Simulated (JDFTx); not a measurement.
The system is GaN.

```
Ga N
1.0
     3.18000    0.00000    0.00000
    -1.59000    2.75396    0.00000
     0.00000    0.00000    5.16600
Ga N
2 2
Direct
  0.66667 0.33333 0.50000
  0.33333 0.66667 0.00000
  0.66667 0.33333 0.87500
  0.33333 0.66667 0.37500
```

A run of JDFTx 1.7.0 (patched build) on this cell left the log below. Logs are shortened: lines on timing, memory, paths and dates and some standing lists are left out, and cuts for length are marked.

```text
*************** JDFTx 1.7.0 (patched build) ***************

Input parsed successfully to the following command list (including defaults):
[... the input with its defaults ...]

---------- Setting up symmetries ----------

Found 24 point-group symmetries of the bravais lattice
Found 12 space-group symmetries with basis
Applied RMS atom displacement 3.46949e-10 bohrs to make symmetries exact.

---------- Initializing the Grid ----------
R =
[      6.00933     -3.00466            0  ]
[            0      5.20423            0  ]
[            0            0      9.76233  ]
unit cell volume = 305.306
G =
[    1.04557   0.603661         -0  ]
[          0    1.20732          0  ]
[          0         -0   0.643616  ]
Minimum fftbox size, Smin = [  52  52  84  ]
Chosen fftbox size, S = [  54  54  84  ]

---------- Initializing tighter grid for wavefunction operations ----------
R =
[      6.00933     -3.00466            0  ]
[            0      5.20423            0  ]
[            0            0      9.76233  ]
unit cell volume = 305.306
G =
[    1.04557   0.603661         -0  ]
[          0    1.20732          0  ]
[          0         -0   0.643616  ]
Minimum fftbox size, Smin = [  36  36  60  ]
Chosen fftbox size, S = [  36  36  60  ]

---------- Exchange Correlation functional ----------
Initalized Slater LDA exchange.
Initalized Perdew-Wang LDA correlation.

---------- Setting up pseudopotentials ----------
Width of ionic core gaussian charges (only for fluid interactions / plotting) set to 0

Reading pseudopotential file 'pseudo/Ga.upf':
  'Ga' pseudopotential, 'SLA  PW   NOGX NOGC' functional
  Generated using ONCVPSP code by D. R. Hamann
  13 valence electrons, 3 orbitals, 6 projectors, 1001 radial grid points, with lMax = 2
    3D    l: 2   occupation: 10.0   eigenvalue: -0.713198
    4S    l: 0   occupation:  2.0   eigenvalue: -0.337001
    4P    l: 1   occupation:  1.0   eigenvalue: -0.100440
  Core radius for overlap checks: 1.84 bohrs.

Reading pseudopotential file 'pseudo/N.upf':
  'N' pseudopotential, 'SLA  PW   NOGX NOGC' functional
[... 51 lines left out ...]
	FillingsUpdate:  mu: +0.402484063  nElectrons: 36.000000
SCF: Cycle:  4   F: -154.741025966010113   dF: -3.102e-06   |Residual|: 3.728e-04   |deigs|: 5.162e-04
	FillingsUpdate:  mu: +0.402513993  nElectrons: 36.000000
SCF: Cycle:  5   F: -154.741026610938235   dF: -6.449e-07   |Residual|: 1.928e-04   |deigs|: 1.101e-04
	FillingsUpdate:  mu: +0.402531039  nElectrons: 36.000000
SCF: Cycle:  6   F: -154.741026811295711   dF: -2.004e-07   |Residual|: 3.957e-05   |deigs|: 9.019e-05
	FillingsUpdate:  mu: +0.402525695  nElectrons: 36.000000
SCF: Cycle:  7   F: -154.741026890549080   dF: -7.925e-08   |Residual|: 1.694e-05   |deigs|: 1.233e-04
	FillingsUpdate:  mu: +0.402524611  nElectrons: 36.000000
SCF: Cycle:  8   F: -154.741026918642945   dF: -2.809e-08   |Residual|: 1.416e-05   |deigs|: 8.432e-05
	FillingsUpdate:  mu: +0.402524280  nElectrons: 36.000000
SCF: Cycle:  9   F: -154.741026931564136   dF: -1.292e-08   |Residual|: 7.883e-06   |deigs|: 1.968e-04
	FillingsUpdate:  mu: +0.402524156  nElectrons: 36.000000
SCF: Cycle: 10   F: -154.741026935250119   dF: -3.686e-09   |Residual|: 2.646e-06   |deigs|: 1.048e-04
	FillingsUpdate:  mu: +0.402523913  nElectrons: 36.000000
SCF: Cycle: 11   F: -154.741026936820930   dF: -1.571e-09   |Residual|: 1.299e-06   |deigs|: 4.629e-05
	FillingsUpdate:  mu: +0.402524025  nElectrons: 36.000000
SCF: Cycle: 12   F: -154.741026937311858   dF: -4.909e-10   |Residual|: 9.192e-07   |deigs|: 3.253e-05
	FillingsUpdate:  mu: +0.402523960  nElectrons: 36.000000
SCF: Cycle: 13   F: -154.741026937540965   dF: -2.291e-10   |Residual|: 7.961e-07   |deigs|: 8.375e-05
SCF: Converged (|Delta E|<1.000000e-09 for 2 iters).

Setting wave functions to eigenvectors of Hamiltonian
Converging empty states (this may take a while): |deigs|: 1.031e-03

# Stress tensor in Cartesian coordinates [Eh/a0^3]:
[   0.00018486            0            0  ]
[            0   0.00018486            0  ]
[            0            0   0.00011342  ]

# Ionic positions in lattice coordinates:
ion Ga   0.666666666666667   0.333333333333333   0.500000000000000 1
ion Ga   0.333333333333333   0.666666666666667   0.000000000000000 1
ion N   0.666666666666667   0.333333333333333   0.875000000000000 1
ion N   0.333333333333333   0.666666666666667   0.375000000000000 1

# Forces in Cartesian coordinates:
force Ga  -0.000000000000000  -0.000000000000000  -0.002441122873857 1
force Ga  -0.000000000000000  -0.000000000000000  -0.002441122873857 1
force N  -0.000000000000000  -0.000000000000000   0.002440709358645 1
force N   0.000000000000000  -0.000000000000000   0.002440709358645 1

# Energy components:
   Eewald =     -117.0034741840094341
       EH =       43.4550105806028171
     Eloc =     -113.9242941724479721
      Enl =      -78.6705386360227408
      Exc =      -47.3421611722051736
 Exc_core =       18.8083278988554738
       KE =      139.9361027476860784
-------------------------------------
     Etot =     -154.7410269375409655
       TS =        0.0000000000000000
-------------------------------------
        F =     -154.7410269375409655

IonicMinimize: Iter:   0  F: -154.741026937540965  |grad|_K:  1.409e-03
IonicMinimize: None of the convergence criteria satisfied after 0 iterations.

#--- Lowdin population analysis ---
# oxidation-state Ga +0.802 +0.802
# oxidation-state N -0.773 -0.773

Dumping 'run.eigStats' ...
	eMin: -0.201656 at state 0 ( [ +0.000000 +0.000000 +0.000000 ] spin 0 )
	HOMO: +0.383455 at state 0 ( [ +0.000000 +0.000000 +0.000000 ] spin 0 )
	mu  : +0.402524
	LUMO: +0.457352 at state 0 ( [ +0.000000 +0.000000 +0.000000 ] spin 0 )
	eMax: +0.858732 at state 41 ( [ +0.300000 +0.300000 +0.400000 ] spin 0 )
	HOMO-LUMO gap: +0.073897
	Optical gap  : +0.073897 at state 0 ( [ +0.000000 +0.000000 +0.000000 ] spin 0 )
Done!
[note: mu as printed may lie anywhere between the filled and the empty levels]
```

Task: What input gives this log?

Result: Single point with LDA, no spin polarisation. The files as run (others can give the same):

GaN.in
```
include GaN.lattice
coords-type Lattice
include GaN.ionpos

ion-species pseudo/Ga.upf
ion-species pseudo/N.upf
elec-cutoff 42 336
elec-ex-corr lda-PW
kpoint-folding 10 10 5
elec-smearing Gauss 0.0018374661
elec-n-bands 25
electronic-SCF nIterations 100 energyDiffThreshold 1e-09
electronic-minimize nIterations 30 energyDiffThreshold 1e-7
converge-empty-states yes
forces-output-coords Cartesian

dump-name run.$VAR
dump End Ecomponents EigStats BandEigs Kpoints Forces Stress ElecDensity Dtot KEdensity
```

GaN.lattice
```
lattice \
    6.0093290763    -3.0046645382     0.0000000000 \
    0.0000000000     5.2042316397     0.0000000000 \
    0.0000000000     0.0000000000     9.7623251598
```

GaN.ionpos
```
ion Ga     0.6666666667     0.3333333333     0.5000000000 1
ion Ga     0.3333333333     0.6666666667     0.0000000000 1
ion N      0.6666666667     0.3333333333     0.8750000000 1
ion N      0.3333333333     0.6666666667     0.3750000000 1
```

Potentials or basis: PseudoDojo-SR-LDA-0.4.1-standard with smoothed tails.
Launch:
```bash
$ jdftx -c 1 -i GaN.in -o GaN.out
```
